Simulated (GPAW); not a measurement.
# MgB2 (P6/mmm) in GPAW: further runs

Aim: see how the results for MgB2 move with the level of theory and the settings. Levels: LDA, RPBE. Tasks: band structure.

Everything below comes from runs of GPAW 26.7.0. Logs are shortened: lines on timing, memory, paths and dates and some standing lists are left out, and cuts for length are marked. The log counts tension as positive stress, the text compression.

## (1) The crystal as given

The structure is hexagonal, space group P6/mmm (No. 191). The conventional cell has a = 3.085 Å, b = 3.085 Å, c = 3.523 Å, α = 90.00°, β = 90.00°, γ = 120.00°. Around Mg (site symmetry 6/mmm) lie 12 B at 2.51 Å. B (site symmetry -6m2) has 3 B at 1.78 Å as nearest neighbours.

## (2) Band structure, LDA

File run.py:

```python
from ase import Atoms
from ase.dft.bandgap import bandgap
from ase.io import write
from ase.units import GPa
from gpaw import GPAW, PW

atoms = Atoms(['Mg', 'B', 'B'],
              cell=[[3.085, 0.0, 0.0],
                    [-1.5425, 2.6716883707, 0.0],
                    [0.0, 0.0, 3.523]],
              scaled_positions=[[0.0, 0.0, 0.0],
                                [0.6666666667, 0.3333333333, 0.5],
                                [0.3333333333, 0.6666666667, 0.5]],
              pbc=True)

calc = GPAW(mode=PW(800),
            xc='LDA',
            kpts={'size': (10, 10, 8), 'gamma': True},
            occupations={'name': 'fermi-dirac', 'width': 0.05},
            nbands=17,
            convergence={'density': 1e-05, 'energy': 1e-05},
            maxiter=150,
            txt='gpaw.txt')
atoms.calc = calc
energy = atoms.get_potential_energy()
forces = atoms.get_forces()
stress = atoms.get_stress()
calc.write('gs.gpw')
write('result.traj', atoms)
print(f'Energy: {energy:.6f} eV')
print('Forces (eV/A):')
print(forces.round(4))
print('Stress (GPa):', (stress / GPa).round(3))
print('Fermi level:', round(calc.get_fermi_level(), 4), 'eV')
print(f'Gap: {bandgap(calc)[0]:.4f} eV, direct: {bandgap(calc, direct=True)[0]:.4f} eV')

path = atoms.cell.bandpath('GMKGALHA,LM,KH', npoints=60, eps=1e-4)
bs_calc = calc.fixed_density(kpts=path, symmetry='off', nbands=26,
                             convergence={'bands': 'CBM+6.0', 'eigenstates': 1e-6}, txt='bands.txt')
bs = bs_calc.band_structure()
bs.write('bs.json')
print(f'Gap on the path: {bandgap(bs_calc)[0]:.4f} eV')
```

Potentials or basis: the program's PAW data sets (release 1.2.1) made for this functional, pw.

Command:

```sh
OMP_NUM_THREADS=1 python run.py
```

gpaw.txt:

```text
__  _  _
 | _ |_)|_||  |
 |__||  | ||/\| - 26.7.0

Input parameters:
  mode=PW(ecut=800.0),
  convergence={'density': 1e-05, 'energy': 1e-05},
  kpts=MonkhorstPack(size=(10, 10, 8), gamma=True),
  maxiter=150,
  nbands=17,
  occupations=Occupations(name='fermi-dirac', width=0.05),
  xc=XC(name='LDA')

Diagonalizing LCAO Hamiltonian
Converting LCAO to pw mode

         B  B

       Mg

Atoms  # Å, Bohr magnetons
|   | symbol |         x |        y |        z |    initial magnetic moments |
|---|--------|-----------|----------|----------|-----------------------------|
| 0 |     Mg |  0.000000 | 0.000000 | 0.000000 | ( 0.0000,  0.0000,  0.0000) |
| 1 |      B |  1.542500 | 0.890563 | 1.761500 | ( 0.0000,  0.0000,  0.0000) |
| 2 |      B | -0.000000 | 1.781126 | 1.761500 | ( 0.0000,  0.0000,  0.0000) |

Unit cell  # Å
| periodic |         x |        y |        z |  lengths |     angles |
|----------|-----------|----------|----------|----------|------------|
|      yes |  3.085000 | 0.000000 | 0.000000 | 3.085000 |  90.000000 |
|      yes | -1.542500 | 2.671688 | 0.000000 | 3.085000 |  90.000000 |
|      yes |  0.000000 | 0.000000 | 3.523000 | 3.523000 | 120.000000 |

Number of symmetries: 24
Symmetry operations  # r_c * U_cc + t_c -> r_c
|    | kind |            matrix            |
|----|------|------------------------------|
|  0 |  σ   |  1, 1, 0,  0,-1, 0,  0, 0, 1 |
|  1 |  C2  |  1, 1, 0,  0,-1, 0,  0, 0,-1 |
|  2 |  C6  |  1, 1, 0, -1, 0, 0,  0, 0, 1 |
|  3 |  S6  |  1, 1, 0, -1, 0, 0,  0, 0,-1 |
|  4 |  E   |  1, 0, 0,  0, 1, 0,  0, 0, 1 |
|  5 |  σ   |  1, 0, 0,  0, 1, 0,  0, 0,-1 |
|  6 |  σ   |  1, 0, 0, -1,-1, 0,  0, 0, 1 |
|  7 |  C2  |  1, 0, 0, -1,-1, 0,  0, 0,-1 |
|  8 |  σ   |  0, 1, 0,  1, 0, 0,  0, 0, 1 |
|  9 |  C2  |  0, 1, 0,  1, 0, 0,  0, 0,-1 |
| 10 |  C3  |  0, 1, 0, -1,-1, 0,  0, 0, 1 |
| 11 |  S3  |  0, 1, 0, -1,-1, 0,  0, 0,-1 |
| 12 |  C6  |  0,-1, 0,  1, 1, 0,  0, 0, 1 |
| 13 |  S6  |  0,-1, 0,  1, 1, 0,  0, 0,-1 |
| 14 |  σ   |  0,-1, 0, -1, 0, 0,  0, 0, 1 |
| 15 |  C2  |  0,-1, 0, -1, 0, 0,  0, 0,-1 |
| 16 |  σ   | -1, 0, 0,  1, 1, 0,  0, 0, 1 |
| 17 |  C2  | -1, 0, 0,  1, 1, 0,  0, 0,-1 |
| 18 |  C2  | -1, 0, 0,  0,-1, 0,  0, 0, 1 |
| 19 |  i   | -1, 0, 0,  0,-1, 0,  0, 0,-1 |
| 20 |  C3  | -1,-1, 0,  1, 0, 0,  0, 0, 1 |
| 21 |  S3  | -1,-1, 0,  1, 0, 0,  0, 0,-1 |
| 22 |  σ   | -1,-1, 0,  0, 1, 0,  0, 0, 1 |
| 23 |  C2  | -1,-1, 0,  0, 1, 0,  0, 0,-1 |

BZ-sampling:
  Number of BZ points: 800
  Number of IBZ points: 70

  Monkhorst-Pack size: [10, 10, 8]
  Monkhorst-Pack shift: [0.05, 0.05, 0.0625]

K-points  # in reciprocal-cell coordinates
|     |                                coordinates |     weight |
|-----|--------------------------------------------|------------|
|   0 | (  0.00000000,   0.00000000,   0.00000000) | 0.00125000 |
|   1 | (  0.00000000,   0.00000000,   0.12500000) | 0.00250000 |
|   2 | (  0.00000000,   0.00000000,   0.25000000) | 0.00250000 |
|   3 | (  0.00000000,   0.00000000,   0.37500000) | 0.00250000 |
|   4 | (  0.00000000,   0.00000000,   0.50000000) | 0.00125000 |
|   5 | (  0.10000000,   0.00000000,   0.00000000) | 0.00750000 |
|   6 | (  0.10000000,   0.00000000,   0.12500000) | 0.01500000 |
|   7 | (  0.10000000,   0.00000000,   0.25000000) | 0.01500000 |
|   8 | (  0.10000000,   0.00000000,   0.37500000) | 0.01500000 |
|   9 | (  0.10000000,   0.00000000,   0.50000000) | 0.00750000 |
| ... |                                            |            |
|  69 | (  0.50000000,   0.50000000,   0.50000000) | 0.00375000 |

Plane wave coefficients: 1509
Cutoff: 800.0 eV

Spin-components: 1 (collinear spins)
Bands:           17
Projectors:      15
Spin-degeneracy: 2
Datatype:        complex128

Parallelization:
  kpt:    1
  domain: 1
  band:   1

Density:
  Valence electrons: 16.0
  Components: 1
  Grid points: [21 21 24]
  Charge: 0.0  # |e|

Potential:
  Grid points: [21 21 24]

species:
  Mg:
    name:    Magnesium
    Z:       12.0
    valence: 10
    core:    2
    charge:  0.0  # [|e|]
    compensation charges:
      type: gauss
      rc: 0.33  # [Å]
      lmax: 2
    cutoffs:
      filter: 1.86  # [Å]
      core: 0.54  # [Å]
    projectors
    | kind |    occ | energy [eV] | rcut [Å] |
    |------|--------|-------------|----------|
    |   2s |  2.000 |     -79.291 |    1.090 |
    |   3s |  2.000 |      -4.782 |    1.090 |
    |   2p |  6.000 |     -46.725 |    1.085 |
    |   3p |  0.000 |      -1.374 |    1.085 |
    |    d |        |       0.000 |    1.037 |

    Using partial waves for Mg as LCAO basis

  B:
    name:    Boron
    Z:       5.0
    valence: 3
    core:    2
    charge:  0.0  # [|e|]
    compensation charges:
      type: gauss
      rc: 0.20  # [Å]
      lmax: 2
    cutoffs:
      filter: 1.14  # [Å]
      core: 1.42  # [Å]
    projectors
    | kind |    occ | energy [eV] | rcut [Å] |
    |------|--------|-------------|----------|
    |   2s |  2.000 |      -9.383 |    0.635 |
    |   2p |  1.000 |      -3.714 |    0.635 |
    |    s |        |      17.828 |    0.635 |
    |    p |        |      23.498 |    0.635 |
    |    d |        |       0.000 |    0.635 |

    Using partial waves for B as LCAO basis

Reference energy: -6752.458585  # eV

eigensolver:
  PPCG
  Converge bands: occupied
  niter=2

density mixing:
  MSR1-Mixer
  Pratt-step length: 0.05
  Maximum mixing coefficient: 0.75
  Old densities: 10
  SVD Regularization: 0.005
  Good broyden scale: 1.0
  Trust region scale: 1.0
  Backstep threshold: 4.0
  History deletion threshold: 6.0
  Fourier metric: weight=20.0, sigma=0.015

occupation numbers:
  Fermi-Dirac:
    width: 0.0500  # eV

poisson solver:
  ecut: 6400.0  # eV

xc functional:
  name: None

convergence criteria:
- Maximum integral of absolute [dens]ity change: 1e-05 electrons / valence electron
- Maximum [total energy] change in last 3 cyles: 1e-05 eV / valence electron
- Maximum integral of absolute [eigenst]ate change: 4e-08 eV^2 / valence electron
maximum number of iterations: 150

SCF iterations
|iter     | |      energy | eigst |  dens |
|---------|-|-------------|-------|-------|
|iter:   1| |  -18.896389 | +0.02 |       |
|iter:   2| |  -18.593327 | -2.51 | -0.93 |
|iter:   3| |  -17.264933 | -1.42 | -0.97 |
|iter:   4| |  -17.260655 | -3.58 | -1.79 |
|iter:   5| |  -17.261118 | -4.12 | -2.11 |
|iter:   6| |  -17.261135 | -5.62 | -3.07 |
|iter:   7| |  -17.261126c| -6.81 | -3.72 |
|iter:   8| |  -17.261127c| -7.61c| -4.69 |
|iter:   9| |  -17.261127c| -8.66c| -5.21c|

Converged in 9 steps
Energy contributions relative to reference atoms: (reference = -6752.458585)

Energy contributions:
  Kinetic:           9.459832
  Coulomb:          -5.542022
  Zero:             -0.073592
  External:          0.000000
  Xc:              -21.102221
  Entropy:          -0.006247
  Spinorbit:         0.000000
  ----------------------------
  Free energy:     -17.264250
  Extrapolated:    -17.261127

dipole moment: (-2.232202, -3.866288, -5.098249)  # |e|*Ang

Fermi level: 7.025
Eigenvalues  # (at kpt = [0.000, 0.000, 0.000])
| band index |      eig [eV] | occ [0-2] |
|------------|---------------|-----------|
|          0 |       -67.630 |     2.000 |
|          1 |       -35.074 |     2.000 |
|          2 |       -35.074 |     2.000 |
|          3 |       -35.060 |     2.000 |
|          4 |        -5.298 |     2.000 |
|          5 |         4.060 |     2.000 |
|          6 |         7.345 |     0.003 |
|          7 |         7.345 |     0.003 |
|          8 |         8.627 |     0.000 |
|          9 |        13.255 |     0.000 |
|         10 |        13.255 |     0.000 |
|         11 |        15.190 |     0.000 |
|         12 |        16.797 |     0.000 |
|         13 |        19.535 |     0.000 |
|        ... |               |           |
|         16 |        25.765 |     0.000 |

No gap
No difference between direct/indirect transitions

Forces  # eV/Ang
|        x |       y |       z |
|----------|---------|---------|
| -0.00000 | 0.00000 | 0.00000 |  # Mg   0
| -0.00000 | 0.00000 | 0.00000 |  # B    1
|  0.00000 | 0.00000 | 0.00000 |  # B    2

Stress tensor  # eV/Ang^3
|        x |         y |        z |
|----------|-----------|----------|
| 0.049193 | -0.000000 | 0.000000 |
| 0.000000 |  0.049193 | 0.000000 |
| 0.000000 |  0.000000 | 0.044427 |

# Writing to gs.gpw (mode='')
```

It took 46 s on 1 thread of Intel Xeon Platinum 8488C (Sapphire Rapids), shared host; peak memory 0.27 GiB.

What came out:

```yaml
Free_energy: -17.2643 eV
Pressure: -7.6 GPa
Band_gap_along_the_path: none (metal or under the smearing width)
```

Levels at the corners of the path, in eV from the Fermi level:
```tsv
point	band 5	band 6	band 7	band 8	band 9	band 10	band 11
Γ	-12.32	-2.96	0.32	0.32	1.60	6.23	6.23
M	-8.43	-7.80	-2.20	0.18	3.01	3.87	5.26
K	-7.18	-7.18	-5.88	1.75	1.75	6.09	6.09
Γ	-12.32	-2.96	0.32	0.32	1.60	6.23	6.23
A	-11.01	-7.46	0.69	0.69	6.58	6.58	7.84
L	-7.44	-6.87	-3.59	-1.91	-1.37	5.72	8.55
H	-6.27	-6.27	-5.19	-2.04	-2.04	3.38	11.47
A	-11.01	-7.46	0.69	0.69	6.58	6.58	7.84
L	-7.44	-6.87	-3.59	-1.91	-1.37	5.72	8.55
M	-8.43	-7.80	-2.20	0.18	3.01	3.87	5.26
K	-7.18	-7.18	-5.88	1.75	1.75	6.09	6.09
H	-6.27	-6.27	-5.19	-2.04	-2.04	3.38	11.47
```

## (3) Band structure, RPBE

run.py, as its differences from that of step 2:

```diff
@@ -16,3 +16,3 @@
 calc = GPAW(mode=PW(800),
-            xc='LDA',
+            xc='RPBE',
             kpts={'size': (10, 10, 8), 'gamma': True},
```

Potentials or basis: the program's PAW data sets (release 1.2.1) made for this functional, pw.

Command:

```sh
OMP_NUM_THREADS=1 python run.py
```

It took 64 s on 1 thread of Intel Xeon at 2.70GHz, shared host; peak memory 0.27 GiB.

It converged, with:

- Free energy: -14.4294 eV
- Pressure: 2.2 GPa
- Band gap along the path: none (metal or under the smearing width)

Stress tensor (GPa, compression positive):
```
2.36 0.00 0.00
0.00 2.36 0.00
0.00 0.00 1.87
```

Levels at the corners of the path, in eV from the Fermi level:
```tsv
point	band 4	band 5	band 6	band 7	band 8	band 9	band 10	band 11
Γ	-42.05	-12.50	-2.98	0.33	0.33	1.64	6.28	6.28
M	-42.05	-8.62	-7.88	-2.21	0.17	3.04	3.81	5.29
K	-42.04	-7.35	-7.35	-5.88	1.76	1.76	6.15	6.15
Γ	-42.05	-12.50	-2.98	0.33	0.33	1.64	6.28	6.28
A	-42.06	-11.23	-7.45	0.71	0.71	6.60	6.60	7.93
L	-42.05	-7.66	-6.98	-3.60	-1.92	-1.31	5.63	8.87
H	-42.05	-6.46	-6.46	-5.21	-2.05	-2.05	3.63	11.65
A	-42.06	-11.23	-7.45	0.71	0.71	6.60	6.60	7.93
L	-42.05	-7.66	-6.98	-3.60	-1.92	-1.31	5.63	8.87
M	-42.05	-8.62	-7.88	-2.21	0.17	3.04	3.81	5.29
K	-42.04	-7.35	-7.35	-5.88	1.76	1.76	6.15	6.15
H	-42.05	-6.46	-6.46	-5.21	-2.05	-2.05	3.63	11.65
```
